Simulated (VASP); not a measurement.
Given:

```
SrF2
1.0
    0.00000     2.88305     2.88305
    2.88305     0.00000     2.88305
    2.88305     2.88305     0.00000
Sr F
1 2
Direct
  0.00000   0.00000   0.00000
  0.25000   0.25000   0.25000
  0.75000   0.75000   0.75000
```

All values below come from PBEsol GGA with spin-orbit coupling, VASP's PBE PAW potentials (set 64) (plane waves; VASP). Run with 520 eV cut-off, 6×6×6 Γ-centred mesh, Gaussian smearing of 0.050 eV, potentials Sr_sv F.

Problem. Estimate the energy per atom (σ→0), band gap (over mesh and band path) with the smallest direct gap where there is one.

Solution. 
The band gap (over mesh and band path) is 6.84 eV and the smallest direct gap (over mesh and band path) comes out as 6.92 eV. The energy per atom (σ→0) comes out as -5.895 eV/atom.

The compound is SrF2 in the fluorite structure. It was relaxed first.
